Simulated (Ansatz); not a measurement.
# SnO2 (R-3m) in Ansatz: notebook, part 2 of 2

Ansatz 0.2.0. The steps go on from the part before.

## (3) Relaxation of cell and atoms, r2SCAN

The input, input.yaml:

```yaml
crystal:
  lattice:
    - [1.6170930752, 0.9336291223, 4.800592584]
    - [-1.6170930752, 0.9336291223, 4.800592584]
    - [0.0, -1.8672582446, 4.800592584]
  atoms:
    - { symbol: Sn, position: [0.5, 0.5, 0.5] }
    - { symbol: O, position: [0.76283, 0.76283, 0.76283] }
    - { symbol: O, position: [0.23717, 0.23717, 0.23717] }
hamiltonian:
  xc: r2scan
  pseudopotentials: { kind: paw }
kpoints:
  mp_grid: { grid: [10, 10, 10] }
scf:
  occupations: { method: fermi_dirac, width: 0.05 }
output:
  forces: true
  stress: true
  eigenvalues: true
relax:
  f_tol: 0.01
  max_steps: 40
  cell: { stress_tol: 0.05 }
```

Potentials or basis: Ansatz PAW.

Started as:

```console
> ansatz run input.yaml --threads 2 --pin off --max-ram 5632MiB --backend cpu --events-out ev --progress --plain --runs-dir out
```

Standard output:

```text
Warning: RAYON_NUM_THREADS=2 ignored (pool sized by the plan → 2); use --threads N
basis.fft_grid_basis auto: the FFT boxes are laid along the combinations [[1, 0, -1], [0, 1, -1], [0, 0, 1]] of the cell's own vectors, 3.234, 3.234 and 5.151 Å long. The dense box has 24×24×40 points. Along the cell's own vectors, as sized, it would have 40×40×40, 2.78 times as many. Of the 12 symmetry operations that the crystal satisfies within crystal.symmetry.tolerance (time reversal apart; of a slab, those that keep its plane) the dense box along the cell's own vectors carries 12, and the one as laid loses 8 of those. basis.fft_grid_basis: typed keeps the cell's own vectors: state it where this run's energies or levels are differenced outside the engine with another run's, or held beside a run that keeps those vectors.
Engine: ansatz 0.2.0, aarch64-unknown-linux-gnu
Pseudopotentials: kind: paw
Pseudopotential: Sn, paw, valence charge 14, recommended cutoff 500 eV (meta_gga), Sn.paw.azcp
Pseudopotential: O, paw, valence charge 6, recommended cutoff 500 eV (meta_gga), O.paw.azcp
Functional definition: r2SCAN
  parameter k0 = 0.174
  parameter k1 = 0.065
  parameter a1 = 4.9479
  exchange = r2scan_x(k0 = k0, k1 = k1, a1 = a1)
  correlation = r2scan_c
Crystal: 3 atoms, lattice volume = 43.487 Å³
Basis set: ecut = 500 eV, 1091 PW (Γ), FFT grids on a1−a3, a2−a3, a3, exchange–correlation on 96×96×160 points (64 copies of the dense FFT grid, shifted against one another)
Bands: 17, of which v1, the nominal top of the filled ones, is band 13 counted from 1 (12 counted from 0)
Symmetry: 12 space group operations
Space group: R-3m (ITA 166), of the structure as read, at distance tolerance 3.5e-5 Å
k-points: 116 of 1000
Non-local potential: Sn, projectors of the file, l = 0: 2, l = 1: 2, l = 2: 2, l = 3: 2
Non-local potential: O, projectors of the file, l = 0: 2, l = 1: 2, l = 2: 1
PAW form: soft (Blöchl's): semilocal exchange-correlation on the pseudo side does not see the compensation charge
PAW frozen core: Sn, regenerated for the run's functional (the file was generated under x = pbe(κ = 0.804, μ = 0.2195149727645171), c = pbe(β = 0.06672455060314922))
PAW frozen core: O, regenerated for the run's functional (the file was generated under x = pbe(κ = 0.804, μ = 0.2195149727645171), c = pbe(β = 0.06672455060314922))
PAW one-centre angular grid: Sn, 590 points (default); XC on 249 of its mesh's 2787 points in the sphere
PAW one-centre angular grid: O, 302 points (default); XC on 160 Gauss nodes
Initial density: superposition of atomic densities (neutral atoms: chi_scale 0, normalization atom), corrected by the library's trained network
Initial wavefunctions: pseudopotential atomic-orbital guess
Functional: x = r2scan, c = r2scan; τ floored in thin density (d = 2e-4 eV/Å³)
SCF iter   1: F=—  HF=-7175.472867 eV  |F-HF|=—  |Δ(HF+E_count)|=         —  Δρ=1.01e-2  dr2=3.76e-2  dr2_τ=1.11e-1  ethr=1.77e-3  ⟨swp⟩=6.0  Hψ=10754  notcnv=0
preconditioner: auto → none  [insulator: Δε(μ)=2.510 eV  Ē_g=20.829 eV  σ=0.050 eV  W_gap=1.00  n_scr=14 (ndim 8)  ℏωp=28.7 eV  f_vac=0.168  D(μ)=0.00/eV (n_scr^D=0)  ε∞_Penn≈2.9]
SCF iter   2: F=—  HF=-7175.523811 eV  |F-HF|=—  |Δ(HF+E_count)|=   5.09e-2  Δρ=5.68e-3  dr2=4.93e-3  dr2_τ=1.35e-3  ethr=1.44e-4  ⟨swp⟩=2.0  Hψ=4293  notcnv=0
SCF iter   3: F=—  HF=-7175.523559 eV  |F-HF|=—  |Δ(HF+E_count)|=   2.52e-4  Δρ=2.07e-3  dr2=1.40e-3  dr2_τ=1.12e-4  ethr=1.90e-5  ⟨swp⟩=2.0  Hψ=3032  notcnv=0
SCF iter   4: F=—  HF=-7175.523398 eV  |F-HF|=—  |Δ(HF+E_count)|=   1.61e-4  Δρ=4.14e-4  dr2=7.02e-5  dr2_τ=5.33e-6  ethr=5.37e-6  ⟨swp⟩=2.1  Hψ=2667  notcnv=0
SCF iter   5: F=—  HF=-7175.523380 eV  |F-HF|=—  |Δ(HF+E_count)|=   1.81e-5  Δρ=7.97e-5  dr2=9.23e-7  dr2_τ=2.22e-7  ethr=2.70e-7  ⟨swp⟩=2.2  Hψ=2796  notcnv=0
SCF iter   6: F=-7175.523380 eV  HF=-7175.523380 eV  |F-HF|=3.45e-8  |Δ(HF+E_count)|=   1.60e-7  Δρ=1.84e-5  dr2=5.06e-8  dr2_τ=6.77e-9  ethr=3.85e-10  ⟨swp⟩=6.7  Hψ=9951  notcnv=0
SCF 1 converged in 6 iterations: F = -7175.523380 eV  dr2 = 5.06e-8
relax step   1: F+E_penalty+E_count = -7175.52338041 eV  Δ(F+E_penalty+E_count) = +0.000e0 eV  max|allowed force component| = 6.312e-1 eV/Å  Δτ_max = 0.0000 Å  P = -7.176 GPa  Ω = 43.487 Å³  (6 SCF iters, dr2 threshold 1.00e-7 eV, accepted)
Crystal: 3 atoms, lattice volume = 41.148 Å³
Basis set: ecut = 500 eV, 1019 PW (Γ), FFT grids on a1−a3, a2−a3, a3, exchange–correlation on 96×96×160 points (64 copies of the dense FFT grid, shifted against one another)
[... 64 lines left out ...]
SCF iter   3: F=—  HF=-7175.588680 eV  |F-HF|=—  |Δ(HF+E_count)|=   4.09e-6  Δρ=4.43e-5  dr2=5.69e-7  dr2_τ=7.72e-8  ethr=5.17e-9  ⟨swp⟩=2.0  Hψ=2900  notcnv=0
SCF iter   4: F=—  HF=-7175.588679 eV  |F-HF|=—  |Δ(HF+E_count)|=   1.42e-7  Δρ=5.62e-6  dr2=2.86e-9  dr2_τ=2.32e-9  ethr=2.19e-9  ⟨swp⟩=2.0  Hψ=2605  notcnv=0
SCF iter   5: F=—  HF=-7175.588679 eV  |F-HF|=—  |Δ(HF+E_count)|=   7.84e-9  Δρ=1.21e-6  dr2=1.93e-10  dr2_τ=8.81e-11  ethr=1.10e-11  ⟨swp⟩=2.1  Hψ=3461  notcnv=0
SCF iter   6: F=-7175.588679 eV  HF=-7175.588679 eV  |F-HF|=1.27e-11  |Δ(HF+E_count)|=  1.27e-10  Δρ=2.25e-7  dr2=5.10e-12  dr2_τ=1.74e-12  ethr=1.00e-12  ⟨swp⟩=6.6  Hψ=9429  notcnv=0
SCF 7 converged in 6 iterations: F = -7175.588679 eV  dr2 = 5.10e-12
relax step   7: F+E_penalty+E_count = -7175.58867941 eV  Δ(F+E_penalty+E_count) = +2.205e-3 eV  max|allowed force component| = 9.435e-4 eV/Å  Δτ_max = 0.0000 Å  P = +0.038 GPa  Ω = 38.819 Å³  stress off target by 4.07e-2 GPa  SCF on the basis re-selected at this cell (its energy is not comparable with the rows above)  (6 SCF iters)
basis re-selected at this cell: Δ(F+E_penalty+E_count) = +2.205e-3 eV, ΔP = +0.030 GPa vs the last step (what re-selecting the basis moved, of the pressure what is left beyond the Pulay correction that the steps carried, after the strain that the cell walked since its last selection, with what the two solves' SCF thresholds leave and, on support functions, any second-order correction that the steps lacked; it is no measure of the basis error at this ecutwfc). The dense FFT grid was sized anew with the basis: this SCF ran on 24×24×36 points, the steps before it on 24×24×40, so part of this shift can come from that change (see relax.cell in the input reference). This SCF's stress stands 4.07e-2 GPa from its target on what of the cell is left free (relax.cell.stress_tol is 5.00e-2 GPa) and its largest allowed force component is 9.44e-4 eV/Å (relax.f_tol is 1.00e-2 eV/Å): within both
SCF converged after 6 iterations
Free energy (F): -7175.588679 eV
Harris-Foulkes:  -7175.588679 eV  (|F-HF|=1.27e-11)
Internal energy: -7175.588679 eV  (E = F + TS)
E sigma→0 (E₀):  -7175.588679 eV
Fermi energy:    8.795780 eV
--- Per-component energies (eV) ---
  E_band       = -110.854258
  E_kinetic    = 541.830280
  E_local      = -1691.333245  (includes V_loc(G=0)·N_el)
  E_nonlocal   = 65.190150
  E_hartree    = 860.887045
  E_xc         = -518.290760
  E_vxc        = -312.053241  (∫ρ·V_xc dr)
  E_paw        = -4491.313113  (= ΣΔE_a)
  E_vpaw       = -456.139224  (= ΣTr[D̂ρ^β])
  E_aug_tail   = 0.002116  (compensation charges beyond the density's cutoff)
  E_vtau       = 19.874788  (kinetic-family band-sum trace: ∫τ·v_τ [+ j·A + Jᵃ·Aᵃ] dr)
  E_ewald      = -1943.232591
  E_core_change = 0.671438  (= ΣΔE_core)
  E_smearing   = -0.000000  (= −TS)
  E_closure    = 0.000000  (closes the sum)
  Σ components = -7175.588679   (vs F -7175.588679, Δ=0.00e0)
--- Forces (eV/Å), atoms counted from 1 ---
  atom   1  Sn     0.00000000     0.00000000     0.00000000
  atom   2  O      0.00000000     0.00000000    -0.00094352
  atom   3  O     -0.00000000    -0.00000000     0.00094352
  max |Σ_I F_I| component: 0.00e0 eV/Å
--- Stress (GPa, compression-positive) ---
        0.037398       0.000000       0.000000
        0.000000       0.037398       0.000000
        0.000000       0.000000       0.040693
  P = ⅓ Tr σ = 0.0385 GPa (0.385 kbar)
--- Band table (eV; the first three rows and the last of 116) ---
  k-point 0: bands = ["-13.3550", "-12.9787", "-12.9787", "-12.7537", "-12.7537", "-11.6606", "-9.7694", "3.4219", "6.0201", "6.0201", "6.3400", "6.3400", "7.4433", "9.9035", "13.8922", "19.4485", "19.4485"]
  k-point 1: bands = ["-13.2996", "-13.0878", "-12.9563", "-12.7766", "-12.7544", "-11.6061", "-9.5885", "3.3613", "5.3573", "5.7262", "6.1289", "6.4828", "7.4443", "10.5803", "14.3035", "18.5591", "19.7146"]
  k-point 2: bands = ["-13.4234", "-13.0948", "-12.9059", "-12.8076", "-12.7468", "-11.4195", "-9.1850", "2.9551", "4.5184", "5.2227", "5.5316", "6.6052", "7.3492", "11.9101", "15.2416", "17.4919", "20.3830"]
  k-point 115: bands = ["-13.3486", "-12.9777", "-12.9777", "-12.7532", "-12.7532", "-11.4170", "-10.0925", "4.0913", "5.6781", "5.8562", "5.8562", "6.4650", "6.4650", "11.6826", "14.0626", "19.8711", "19.8711"]
--- Relaxed structure (6 steps of the walk, 6 accepted, 1 SCFs on fresh bases) ---
  F+E_penalty+E_count = -7175.58867941 eV   max|allowed force component| = 9.435e-4 eV/Å   (the final SCF, on the basis selected at the relaxed cell)
  cell:  # Å, volume = 38.8188 Å³
    - [1.6048568126654263, 0.9265645128031891, 4.350902987974314]
    - [-1.6048568126654263, 0.9265645128031891, 4.350902987974314]
    - [-6.230589434701307e-17, -1.8531290256063782, 4.350902987974314]
  atoms:
    - { symbol: Sn, position: [0.4999999999999999, 0.5, 0.49999999999999994] }
    - { symbol: O, position: [0.758694290747584, 0.758694290747584, 0.758694290747584] }
    - { symbol: O, position: [0.24130570925241585, 0.24130570925241585, 0.24130570925241585] }
```

Run time: 36 s. Hardware: 2 threads of Arm Neoverse V2, shared host; peak memory 0.5 GiB.

What came out:

- Free energy: -7175.5887 eV
- Relaxed volume: 12.94 Å³/atom
- Relaxed cell: a = 4.729 Å, b = 4.729 Å, c = 4.729 Å, α = 39.68°, β = 39.68°, γ = 39.68°
- Space group after relaxing (to 0.05 Å): R-3m (No. 166)
- Energy gained by relaxing: 21.8 meV/atom
- Ionic steps: 7
- Pressure after relaxing: 0.0 GPa
- Band gap on the k mesh: 2.44 eV, indirect (least direct gap 2.46 eV)

The path:
```csv
step,energy change (eV),largest force (eV/Å),volume (Å³)
1,0.0000,0.6312,43.49
2,-0.0546,0.0239,41.15
3,-0.0627,0.0762,39.92
4,-0.0657,0.0430,38.03
5,-0.0675,0.0022,38.74
6,-0.0675,0.0006,38.82
7,-0.0653,0.0009,38.82
```

Final structure:
```xyz
3
Lattice="1.6049 0.9266 4.3509 -1.6049 0.9266 4.3509 0.0000 -1.8531 4.3509" Properties=species:S:1:pos:R:3 pbc="T T T"
Sn    0.0000    0.0000    6.5264
O     0.0000    0.0000    9.9030
O     0.0000    0.0000    3.1497
```

Caveat: the plane-wave basis is chosen anew once the cell has moved, so the energies of steps on either side of that aren't comparable; spin-orbit coupling is left out, which moves the levels of the heavy elements; the PAW data sets come from PBE, with cores solved anew for the run's functional, which leaves a small shift of forces and pressure. A k mesh can miss the band edges.
